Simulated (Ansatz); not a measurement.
Step by step: NbAs, relaxation of cell and atoms

Method: Ansatz 0.2.0, DFT, PBE, PAW with Ansatz's default frozen-core files, scalar-relativistic.

Command: `ansatz run input.yaml --threads 1 --pin off --max-ram 2048MiB --backend cpu --events-out ev --progress --plain --runs-dir out` The run took about 11 s on 1 thread of a shared machine.

```yaml
crystal:
  lattice:
    - [0.0, 2.6118986463, 2.6118986463]
    - [2.6118986463, 0.0, 2.6118986463]
    - [2.6118986463, 2.6118986463, 0.0]
  atoms:
    - { symbol: Nb, position: [0.0, 0.0, 0.0] }
    - { symbol: As, position: [0.5, 0.5, 0.5] }
kpoints:
  mp_grid: { grid: [11, 11, 11] }
scf:
  occupations: { method: fermi_dirac, width: 0.05 }
hamiltonian:
  xc: pbe
  pseudopotentials: { kind: paw }
output:
  forces: true
  stress: true
  write_density: true
  write_potential: true
  elf: true
  volumetric_format: npy
relax:
  f_tol: 0.005
  max_steps: 80
  cell: {}
```

The cell is built from the rocksalt type as a first guess.

The cutoff is 420 eV; energies and pressures of the walk include the program's estimate of the Pulay term.

Each frame lists the cell vectors (Å), then Cartesian positions (Å); symmetry keeps all forces zero. Free energies count from the first step, -9408.8920 eV.

The walk took 5 evaluations in all; steps that aren't listed are left out.

Step 1: E = 0.0 meV, P = 4.50 GPa

```
cell 0.0000 2.6119 2.6119 2.6119 0.0000 2.6119 2.6119 2.6119 0.0000
Nb    0.0000    0.0000    0.0000
As    2.6119    2.6119    2.6119
```

Step 2:

```
cell 0.0000 2.6571 2.6571 2.6571 0.0000 2.6571 2.6571 2.6571 0.0000
Nb    0.0000    0.0000    0.0000
As    2.6571    2.6571    2.6571
```

(1) Give the energy, pressure of step 2.

(2) How does the relaxation end?

Answers

(1) E = -6.3 meV, P = -3.03 GPa
```
Nb    0.0000    0.0000    0.0000
As    2.6571    2.6571    2.6571
```

(2) It converges, with a = 5.275 Å, b = 5.275 Å, c = 5.275 Å, α = 90.00°, β = 90.00°, γ = 90.00° (conventional cell, space group Fm-3m). The last solve (on a basis chosen afresh for the final cell, so its energy is not quite comparable) gives E = -14.5 meV, P = 0.00 GPa:
```
cell 0.0000 2.6376 2.6376 2.6376 0.0000 2.6376 2.6376 2.6376 0.0000
Nb    0.0000    0.0000    0.0000
As    2.6376    2.6376    2.6376
```
